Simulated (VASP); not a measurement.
# MgB2 (P6/mmm) in VASP: settings compared

One crystal, MgB2, is run at these levels: B3LYP+TS, PBE; tasks: optical spectrum.

All numbers are computed with VASP 6.6.1; they aren't measurements. Logs are shortened: lines on timing, memory, paths and dates and some standing lists are left out, and cuts for length are marked.

### 1 The crystal as given

The structure is hexagonal, space group P6/mmm (No. 191). The conventional cell has a = 3.085 Å, b = 3.085 Å, c = 3.523 Å, α = 90.00°, β = 90.00°, γ = 120.00°. Mg (site symmetry 6/mmm) has 12 B at 2.51 Å as nearest neighbours. B (site symmetry -6m2) is surrounded by 3 B at 1.78 Å.

### 2 Optical spectrum, B3LYP+TS

Contents of POSCAR:

```
MgB2
1.0
    3.0850000000      0.0000000000      0.0000000000
   -1.5425000000      2.6716883707      0.0000000000
    0.0000000000      0.0000000000      3.5230000000
Mg B
1 2
Direct
    0.0000000000      0.0000000000      0.0000000000
    0.6666666667      0.3333333333      0.5000000000
    0.3333333333      0.6666666667      0.5000000000
```

Contents of INCAR.step1:

```
PREC = Accurate ; ENCUT = 520
EDIFF = 1E-5 ; ISMEAR = 0
SIGMA = 0.1 ; LREAL = F
LASPH = T ; NELM = 80
ALGO = Normal ; ISIF = 2
LWAVE = T ; LCHARG = F
NBANDS = 28 ; GGA = PE
```

Contents of INCAR.step2:

```
PREC = Accurate ; ENCUT = 520
EDIFF = 1E-6 ; ISMEAR = 0
SIGMA = 0.1 ; LREAL = F
LASPH = T ; NELM = 80
ALGO = Normal ; ISIF = 2
LWAVE = F ; LCHARG = F
GGA = B3 ; LHFCALC = T
AEXX = 0.2 ; AGGAX = 0.72
AGGAC = 0.81 ; ALDAC = 0.19
PRECFOCK = Normal ; IVDW = 2
LOPTICS = T ; NBANDS = 28
NEDOS = 1000 ; CSHIFT = 0.05
ISTART = 1
```

Contents of KPOINTS:

```
Automatic mesh
0
Gamma
  5 5 4
```

Potentials or basis: VASP PAW PBE potentials, release 64 (Mg, B).

The run is started by

```
cat potpaw_PBE.64/Mg/POTCAR potpaw_PBE.64/B/POTCAR > POTCAR
cp INCAR.step1 INCAR
mpirun -np 1 vasp_std > vasp.out
cp INCAR.step2 INCAR
mpirun -np 1 vasp_std > vasp.out
```

OUTCAR:

```text
PREC = Accurate
   ENCUT = 520
   EDIFF = 1E-6
   ISMEAR = 0
   LREAL = F
   LASPH = T
   NELM = 80
   ISIF = 2
   GGA = B3
   LHFCALC = T
   AEXX = 0.2
   PRECFOCK = Normal
   IVDW = 2
   ISTART = 1
  IVDW =   2

 ion  position               nearest neighbor table
   1  0.000  0.000  0.000-   2 2.51   3 2.51   2 2.51   3 2.51   2 2.51   2 2.51   3 2.51   3 2.51
                             2 2.51   2 2.51   3 2.51   3 2.51
   2  0.667  0.333  0.500-   3 1.78   3 1.78   3 1.78   1 2.51   1 2.51   1 2.51   1 2.51   1 2.51
                             1 2.51
   3  0.333  0.667  0.500-   2 1.78   2 1.78   2 1.78   1 2.51   1 2.51   1 2.51   1 2.51   1 2.51
                             1 2.51

  LATTYP: Found a hexagonal cell.
 ALAT       =     3.0850000000
 C/A-ratio  =     1.1419773096

  Lattice vectors:

 A1 = (   3.0850000000,   0.0000000000,   0.0000000000)
 A2 = (  -1.5425000000,   2.6716883707,   0.0000000000)
 A3 = (   0.0000000000,   0.0000000000,   3.5230000000)

Analysis of symmetry for initial positions (statically):
=====================================================================
 Subroutine PRICEL returns:
 Original cell was already a primitive cell.

 Routine SETGRP: Setting up the symmetry group for a
 hexagonal supercell.

 Subroutine GETGRP returns: Found 24 space group operations
 (whereof 24 operations were pure point group operations)
 out of a pool of 24 trial point group operations.

The static configuration has the point symmetry D_6h.

Analysis of symmetry for dynamics (positions and initial velocities):
=====================================================================
 Subroutine PRICEL returns:
 Original cell was already a primitive cell.

 Routine SETGRP: Setting up the symmetry group for a
 hexagonal supercell.

 Subroutine GETGRP returns: Found 24 space group operations
 (whereof 24 operations were pure point group operations)
 out of a pool of 24 trial point group operations.

The dynamic configuration has the point symmetry D_6h.

 Subroutine INISYM returns: Found 24 space group operations
 (whereof 24 operations are pure point group operations),
 and found     1 'primitive' translations

----------------------------------------------------------------------------------------

                                     Primitive cell

  volume of cell :      29.0371

  direct lattice vectors                    reciprocal lattice vectors
     3.085000000  0.000000000  0.000000000     0.324149109  0.187147575  0.000000000
    -1.542500000  2.671688371  0.000000000     0.000000000  0.374295150  0.000000000
     0.000000000  0.000000000  3.523000000     0.000000000  0.000000000  0.283848992

  length of vectors
     3.085000000  3.085000000  3.523000000     0.374295150  0.374295150  0.283848992

  position of ions in fractional coordinates (direct lattice)
     0.000000000  0.000000000  0.000000000
     0.666666667  0.333333333  0.500000000
     0.333333333  0.666666667  0.500000000

  ion indices of the primitive-cell ions
   primitive index   ion index
                 1           1
                 2           2
                 3           3

----------------------------------------------------------------------------------------
[... 95 lines left out ...]
   ENCUTFOCK=  -1.0 apply spherical cutoff to Coloumb kernel
   IVDW    =     2    specifies the selected vdW correction
   LEPSILON=     F    determine dielectric tensor
   LRPA    =     F    only Hartree local field effects (RPA)
 non-spin polarized calculation
 Gauss-broadening in eV      SIGMA  =   0.10
  energy-cutoff  :      520.00
  volume of cell :       29.04
 maximum number of plane-waves:       806
 NGX is ok and might be reduce to    24
  NGX = 18; NGY = 18; NGZ = 20

 number of electron       8.0000000 magnetization

 Free energy of the ion-electron system (eV)
  ---------------------------------------------------
  ext. energy  EPLUGINS =         0.00000000
  ---------------------------------------------------
  free energy    TOTEN  =       -15.51174239 eV

  energy without entropy =      -15.51174222  energy(sigma->0) =      -15.51174230

 E-fermi :   5.6050     XC(G=0):  -8.6619

 val. band max:        5.2797149986   @ k =   0.4000   0.0000   0.5000
 cond. band min:       5.9241819528   @ k =   0.0000   0.0000   0.2500
 fundamental gap:      0.6444669543
 Fermi energy:         5.6049893021

 k-point     1 :       0.0000    0.0000    0.0000
  band No.  band energies     occupation
      1      -8.6395      2.00000
      2       1.7755      2.00000
      3       5.2194      2.00000
      4       5.2194      2.00000
      5       7.8724      0.00000
      6      12.6668      0.00000
[... 261 lines left out ...]
      2      -2.2288      2.00000
      3       0.6988      2.00000
      4       1.8878      2.00000
      5       3.9081      2.00000
      6      10.8179      0.00000
[... 8 lines left out ...]
     15      27.2470      0.00000
     16      28.4605      0.00000
 [bands above 16 left out]

------------------------ aborting loop because EDIFF is reached ----------------------------------------

  Hirshfeld charges:
            ion         q(e)
   ------------------------------
      1     Mg       0.30921802
      2     B       -0.15460901
      3     B       -0.15460901

  Tkatchenko/Scheffler method for vdW energy calculation

  Number of pair interactions contributing to vdW energy:  108231

  Edisp (eV):   -1.67973

  FORCE on cell =-STRESS in cart. coord.  units (eV):
  Direction    XX          YY          ZZ          XY          YZ          ZX
  --------------------------------------------------------------------------------------
  -------------------------------------------------------------------------------------
  Total      -2.56014    -2.56014    -2.38533     0.00000     0.00000     0.00000
  in kB    -141.26059  -141.26059  -131.61492     0.00000     0.00000     0.00000
  external pressure =     -138.05 kB  Pullay stress =        0.00 kB

 VOLUME and BASIS-vectors are now :
 -----------------------------------------------------------------------------
  energy-cutoff  :      520.00
  volume of cell :       29.04
      direct lattice vectors                 reciprocal lattice vectors
     3.085000000  0.000000000  0.000000000     0.324149109  0.187147575  0.000000000
    -1.542500000  2.671688371  0.000000000     0.000000000  0.374295150  0.000000000
     0.000000000  0.000000000  3.523000000     0.000000000  0.000000000  0.283848992

 POSITION                                       TOTAL-FORCE (eV/Angst)
 -----------------------------------------------------------------------------------
      0.00000      0.00000      0.00000         0.000000      0.000000      0.000000
      1.54250      0.89056      1.76150         0.000000      0.000000     -0.000000
     -0.00000      1.78113      1.76150        -0.000000      0.000000      0.000000
 -----------------------------------------------------------------------------------
    total drift:                               -0.000000     -0.000000     -0.000000

  FREE ENERGIE OF THE ION-ELECTRON SYSTEM (eV)
  ---------------------------------------------------
  free  energy   TOTEN  =       -17.1914754473 eV

  energy  without entropy=      -17.1914752760  energy(sigma->0) =      -17.19147536

 electrical conductivity sigma (Mega S m-1) (frequency dependency in vasprun.xml)
  --------------------------------------------------------------------------------------
       0.000       0.000       0.000
       0.000       0.000       0.000
       0.000       0.000       0.000

  frequency dependent IMAGINARY DIELECTRIC FUNCTION (independent particle, no local field effects) density-density
     E(ev)      X         Y         Z        XY        YZ        ZX
  --------------------------------------------------------------------------------------------------------------
     0.00000    -0.00000    -0.00000     0.00000     0.00000    -0.00000     0.00000
     0.73350     0.00000     0.00000     0.00000    -0.00000     0.00000    -0.00000
     1.46700     0.00000     0.00000     0.00000    -0.00000     0.00000    -0.00000
     2.20050     0.02858     0.02858     0.00000    -0.00000     0.00000    -0.00000
     2.93400     0.00000     0.00000     0.00000    -0.00000     0.00000    -0.00000
     3.66749     0.00000     0.00000     0.00000    -0.00000     0.00000    -0.00000
[... 92 lines left out ...]
    71.88290     0.00000     0.00000     0.00000    -0.00000     0.00000    -0.00000
    72.61640     0.00000     0.00000     0.00000    -0.00000     0.00000    -0.00000

  frequency dependent      REAL DIELECTRIC FUNCTION (independent particle, no local field effects) density-density
     E(ev)        X           Y           Z          XY          YZ          ZX
  --------------------------------------------------------------------------------------------------------------
     0.00000     9.97820     9.97820     5.94397    -0.00000    -0.00000    -0.00000
     0.73350    10.53760    10.53760     6.00677    -0.00000    -0.00000     0.00000
     1.46700    13.06142    13.06142     6.20688    -0.00000    -0.00000     0.00000
     2.20050    30.25007    30.25007     6.58579    -0.00000    -0.00000     0.00000
     2.93400   -10.23765   -10.23765     7.24142    -0.00000    -0.00000     0.00000
     3.66749     0.55214     0.55214     8.41746    -0.00000    -0.00000     0.00000
[... 92 lines left out ...]
    71.88290     0.92675     0.92675     0.92715     0.00000     0.00000    -0.00000
    72.61640     0.92831     0.92831     0.92873     0.00000     0.00000    -0.00000

  frequency dependent IMAGINARY DIELECTRIC FUNCTION (independent particle, no local field effects) current-current
     E(ev)      X         Y         Z        XY        YZ        ZX
  --------------------------------------------------------------------------------------------------------------
     0.00000     0.00000     0.00000     0.00000    -0.00000    -0.00000     0.00000
     0.73350     0.00000     0.00000     0.00000     0.00000     0.00000     0.00000
     1.46700     0.00000     0.00000     0.00000     0.00000     0.00000     0.00000
     2.20050     0.03692     0.03692     0.00000    -0.00000     0.00000     0.00000
     2.93400     0.00000     0.00000     0.00000     0.00000     0.00000     0.00000
     3.66749     0.00000     0.00000     0.00000     0.00000    -0.00000     0.00000
[... 92 lines left out ...]
    71.88290     0.00000     0.00000     0.00000     0.00000     0.00000     0.00000
    72.61640     0.00000     0.00000     0.00000     0.00000     0.00000     0.00000

  frequency dependent      REAL DIELECTRIC FUNCTION (independent particle, no local field effects) current-current
     E(ev)        X           Y           Z          XY          YZ          ZX
  --------------------------------------------------------------------------------------------------------------
     0.00000     9.99741     9.99741     5.94628    -0.00000    -0.00000    -0.00000
     0.73350    10.55402    10.55402     6.00851    -0.00000    -0.00000    -0.00000
     1.46700    13.09107    13.09107     6.20877    -0.00000    -0.00000    -0.00000
     2.20050    30.46107    30.46107     6.58799    -0.00000    -0.00000    -0.00000
     2.93400   -10.16759   -10.16759     7.24420    -0.00000    -0.00000    -0.00000
     3.66749     0.55964     0.55964     8.42152    -0.00000    -0.00000    -0.00000
[... 92 lines left out ...]
    71.88290     0.92674     0.92674     0.92715     0.00000     0.00000     0.00000
    72.61640     0.92831     0.92831     0.92873     0.00000     0.00000     0.00000
```

It took 6.6 min on 1 thread of Intel Xeon Platinum 8559C (Emerald Rapids), shared host; peak memory 0.16 GiB.

What came out:

| Item | Value |
| --- | --- |
| Free energy | -17.1915 eV |
| Pressure | -13.8 GPa |
| Band gap on the k mesh | none (metal or under the smearing width) |
| Hirshfeld charges | Mg +0.31; B -0.15 e |
| Dispersion energy per atom | -0.560 eV |

Dielectric function (mean over the directions given):
```
energy (eV)  real part  imaginary part
       0.29       8.69            0.00
       1.32      10.22            0.00
       2.35      33.47            9.11
       3.37       1.50            0.00
       4.40       6.47            0.01
       5.43       6.42           12.65
       6.45       3.19            0.15
       7.48       5.80           18.01
       8.51      10.38           13.23
       9.54      -5.90            0.43
      10.64      -1.44            2.11
      11.66       0.64            0.73
      12.69      -0.84            2.52
      13.72       0.74            0.70
      14.74      -1.79            2.04
      15.77      -0.93            0.07
      16.80      -0.66            0.33
      17.82      -0.05            0.09
      18.85      -0.36            0.38
      19.95       0.07            0.21
```

Caveat: the k mesh is coarse (spacing up to 0.47 Å⁻¹), so the values aren't converged, least of all with exact exchange; atom-pairwise D2, TS and ULG terms overbind metals; spectra need much finer meshes, so this one isn't converged; these spectra lack excitons; the intraband (Drude) part of a metal's response may be missing; the PAW data sets were made with another functional, which shifts forces and pressure a little; pairwise dispersion overbinds metals, which lowers pressure and volume.

(Continued in part 2 of 2.)
